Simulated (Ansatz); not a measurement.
input.yaml

```yaml
crystal:
  lattice:
    - [2.8101831225, 0.0, 0.0]
    - [-1.4050915612, 2.4336899733, 0.0]
    - [0.0, 0.0, 20.898873169]
  atoms:
    - { symbol: Pt, position: [0.6666666667, 0.3333333333, 0.3588710233] }
    - { symbol: O, position: [0.6666666667, 0.3333333333, 0.4539101518] }
    - { symbol: Co, position: [0.0, 0.0, 0.5] }
    - { symbol: O, position: [0.3333333333, 0.6666666667, 0.5460898482] }
    - { symbol: Pt, position: [0.3333333333, 0.6666666667, 0.6411289767] }
basis:
  ecutwfc: 420
kpoints:
  mp_grid: { grid: [12, 12, 1] }
hamiltonian:
  xc: pbesol
scf:
  occupations: { method: fermi_dirac, width: 0.3 }
output:
  forces: true
  stress: true
  eigenvalues: true
efield:
  axis: 3
  dipole_correction: true
  ramp_width: 0.04
```

Command:
```bash
ansatz run input.yaml --threads 1 --pin off --max-ram 3072MiB --backend cpu --events-out ev --progress --plain --runs-dir out
```

These are results of DFT PBEsol, scalar-relativistic, plane waves, PAW in Ansatz 0.2.0, not measurements.

Part of what the program printed, abridged (iterations and final results):

```
SCF iter   1: F=—  HF=-30978.711647 eV  |F-HF|=—  |Δ(HF+E_count)|=         —  Δρ=1.24e-2  dr2=1.62e-1  ethr=1.77e-3  p= 0.000 e·Å  D=-3.35e-14 V/Å  ΔV_dip=0.00 eV  dr2_dipole=6.22e-10  V_vac-E_F(+/−)=5.06/5.06 eV  ⟨swp⟩=7.6  Hψ=3694  notcnv=0
efield: sawtooth ramp at fractional position 0.9800 (placed from the atoms, in the widest stretch of the axis that holds none; the zero of the levels goes with the place), width 0.0400; the density the first Hamiltonian is built on has a dipole p =  0.000 e·Å; the dipole correction subtracts the counter field D = -3.35e-14 V/Å, which shifts the + side's vacuum level by +0.00 eV against the − side's; the planar-averaged density in the ramp window peaks in size at 4.2e-5 e/Å³
SCF iter   2: F=—  HF=-30978.698378 eV  |F-HF|=—  |Δ(HF+E_count)|=   1.33e-2  Δρ=8.09e-3  dr2=5.25e-2  ethr=2.49e-4  p= 0.000 e·Å  D=-3.30e-7 V/Å  ΔV_dip=0.00 eV  dr2_dipole=2.71e-10  V_vac-E_F(+/−)=5.46/5.46 eV  ⟨swp⟩=2.4  Hψ=1698  notcnv=0
SCF iter   3: F=—  HF=-30978.683357 eV  |F-HF|=—  |Δ(HF+E_count)|=   1.50e-2  Δρ=3.81e-3  dr2=1.83e-2  ethr=8.08e-5  p= 0.000 e·Å  D=-4.03e-7 V/Å  ΔV_dip=0.00 eV  dr2_dipole=4.25e-10  V_vac-E_F(+/−)=5.40/5.40 eV  ⟨swp⟩=2.0  Hψ=1406  notcnv=0
SCF iter   4: F=—  HF=-30978.682390 eV  |F-HF|=—  |Δ(HF+E_count)|=   9.67e-4  Δρ=4.45e-4  dr2=6.87e-4  ethr=2.81e-5  p= 0.000 e·Å  D=-6.28e-8 V/Å  ΔV_dip=0.00 eV  dr2_dipole=6.01e-10  V_vac-E_F(+/−)=5.42/5.42 eV  ⟨swp⟩=2.0  Hψ=1080  notcnv=0
SCF iter   5: F=—  HF=-30978.682521 eV  |F-HF|=—  |Δ(HF+E_count)|=   1.31e-4  Δρ=6.74e-4  dr2=8.14e-4  ethr=1.06e-6  p=0.000 e·Å  D=7.42e-7 V/Å  ΔV_dip= 0.00 eV  dr2_dipole=3.74e-10  V_vac-E_F(+/−)=5.45/5.45 eV  ⟨swp⟩=2.8  Hψ=1296  notcnv=0
SCF iter   6: F=—  HF=-30978.682482 eV  |F-HF|=—  |Δ(HF+E_count)|=   3.92e-5  Δρ=7.03e-5  dr2=7.28e-6  ethr=1.06e-6  p=0.000 e·Å  D=8.17e-7 V/Å  ΔV_dip= 0.00 eV  dr2_dipole=1.08e-12  V_vac-E_F(+/−)=5.46/5.46 eV  ⟨swp⟩=1.0  Hψ=817  notcnv=0
SCF iter   7: F=—  HF=-30978.682453 eV  |F-HF|=—  |Δ(HF+E_count)|=   2.91e-5  Δρ=1.36e-4  dr2=2.21e-5  ethr=1.12e-8  p=0.000 e·Å  D=3.23e-7 V/Å  ΔV_dip= 0.00 eV  dr2_dipole=9.18e-14  V_vac-E_F(+/−)=5.46/5.46 eV  ⟨swp⟩=2.4  Hψ=1530  notcnv=0
SCF iter   8: F=—  HF=-30978.682453 eV  |F-HF|=—  |Δ(HF+E_count)|=   3.44e-7  Δρ=3.95e-5  dr2=2.77e-6  ethr=1.12e-8  p=0.000 e·Å  D=8.52e-8 V/Å  ΔV_dip= 0.00 eV  dr2_dipole=4.70e-15  V_vac-E_F(+/−)=5.46/5.46 eV  ⟨swp⟩=2.0  Hψ=1010  notcnv=0
SCF iter   9: F=-30978.682454 eV  HF=-30978.682453 eV  |F-HF|=6.40e-7  |Δ(HF+E_count)|=   2.64e-7  Δρ=7.39e-6  dr2=8.77e-8  ethr=1.54e-10  p=0.000 e·Å  D=5.16e-9 V/Å  ΔV_dip= 0.00 eV  dr2_dipole=1.23e-15  V_vac-E_F(+/−)=5.46/5.46 eV  ⟨swp⟩=9.4  Hψ=4358  notcnv=0
SCF 1 converged in 9 iterations: F = -30978.682454 eV  dr2 = 8.77e-8
SCF converged after 9 iterations
Free energy (F): -30978.682454 eV
Harris-Foulkes:  -30978.682453 eV  (|F-HF|=6.40e-7)
Internal energy: -30977.415999 eV  (E = F + TS)
E sigma→0 (E₀):  -30978.049227 eV
Entropy (-TS):   -1.266454 eV (-253.291 meV/atom)
Fermi energy:    3.854321 eV
Dipole field:    D =  0.000000 V/Å  (p =  0.000000 e·Å, saw-weighted, corrected)
Work function:   Φ+ = 5.4633 eV   Φ− = 5.4633 eV
Levels:          The Fermi level and band energies are counted from a zero that moves with the ramp; work functions are not
--- Per-component energies (eV) ---
  E_band       = -1533.960502
  E_kinetic    = 2071.922656
  E_local      = -83237.943941  (includes V_loc(G=0)·N_el)
  E_nonlocal   = 963.676676
  E_hartree    = 40397.578402
  E_xc         = -818.568964
  E_vxc        = -989.006352  (∫ρ·V_xc dr)
  E_paw        = -20418.697359  (= ΣΔE_a)
  E_vpaw       = -1137.756173  (= ΣTr[D̂ρ^β])
  E_aug_tail   = 0.005055  (compensation charges beyond the density's cutoff)
  E_efield     = 0.000000  (sawtooth field / dipole correction)
  E_vefield    = 0.000000  (∫n·V_field dr)
  E_ewald      = 30063.778517
  E_core_change = 0.832957  (= ΣΔE_core)
  E_smearing   = -1.266454  (= −TS)
--- Forces (eV/Å), atoms counted from 1 ---
  atom   1  Pt     0.00000000     0.00000000    -0.95371079
  atom   2  O      0.00000000     0.00000000     0.39608286
  atom   3  Co     0.00000000     0.00000000     0.00000002
  atom   4  O      0.00000000     0.00000000    -0.39608289
  atom   5  Pt     0.00000000     0.00000000     0.95371077
--- Stress (GPa, compression-positive) ---
       -3.781537       0.000000       0.000000
        0.000000      -3.781537       0.000000
        0.000000       0.000000       5.450852
  P = ⅓ Tr σ = -0.7041 GPa (-7.041 kbar)
--- Band table (eV; the first three rows and the last of 19) ---
  k-point 0: bands = ["-94.4468", "-94.4468", "-91.5035", "-54.9307", "-54.9307", "-54.9064", "-48.7514", "-48.7513", "-48.4120", "-48.4120", "-48.4119", "-48.4119", "-17.7983", "-16.0733", "-5.3552", "-3.2896", "-3.0037", "-2.7956", "-2.7956", "-2.1088", "0.1226", "0.1226", "0.9218", "0.9218", "0.9281", "0.9281", "1.8691", "2.0208", "2.0208", "2.7333", "2.7333", "3.0321", "3.2394", "3.2394", "3.6538", "5.6363", "5.6363", "7.7459", "8.7292", "9.1592", "9.8111", "10.5846", "11.7645"]
  k-point 1: bands = ["-94.4456", "-94.4456", "-91.5029", "-54.9365", "-54.9321", "-54.9055", "-48.7488", "-48.7488", "-48.4328", "-48.4328", "-48.4171", "-48.4171", "-17.7135", "-16.0612", "-5.2520", "-3.4419", "-2.7884", "-2.7544", "-2.6809", "-1.8439", "-0.3262", "-0.0604", "0.8082", "0.8120", "1.0998", "1.1021", "1.8542", "2.0965", "2.1312", "2.3234", "2.7006", "2.9203", "3.2341", "3.3718", "3.8967", "5.4867", "5.5890", "8.0593", "8.9042", "9.3697", "10.0876", "10.7865", "12.0044"]
  k-point 2: bands = ["-94.4423", "-94.4423", "-91.5014", "-54.9523", "-54.9358", "-54.9030", "-48.7420", "-48.7419", "-48.4895", "-48.4895", "-48.4312", "-48.4312", "-17.4734", "-16.0305", "-4.9737", "-3.8386", "-2.6443", "-2.2806", "-2.0604", "-1.5027", "-1.2073", "-0.4450", "0.5803", "0.5961", "1.5960", "1.6027", "1.6160", "1.7267", "2.2972", "2.3762", "2.5319", "2.6183", "3.2312", "3.6651", "4.1721", "5.2624", "5.4855", "8.8073", "9.3796", "9.9990", "10.8033", "11.3973", "12.6770"]
  k-point 18: bands = ["-94.4266", "-94.4266", "-91.4940", "-54.9904", "-54.9904", "-54.8912", "-48.7091", "-48.7091", "-48.6279", "-48.6279", "-48.6279", "-48.6279", "-16.0178", "-16.0178", "-4.0492", "-4.0492", "-3.5508", "-2.8399", "-2.8399", "-2.0840", "0.7835", "0.7953", "0.7978", "0.7978", "1.0576", "1.0576", "1.2234", "1.6963", "2.3839", "2.5771", "2.5771", "3.9790", "3.9790", "5.1896", "5.1896", "9.5207", "9.5207", "11.5241", "11.5296", "11.5689", "11.5689", "16.0697", "16.0697"]
```

The calculation finished and met its thresholds.

Spin–orbit coupling is left out, which can shift energies with elements as heavy as these. Spin polarisation was left out, and a magnetic state may lie lower.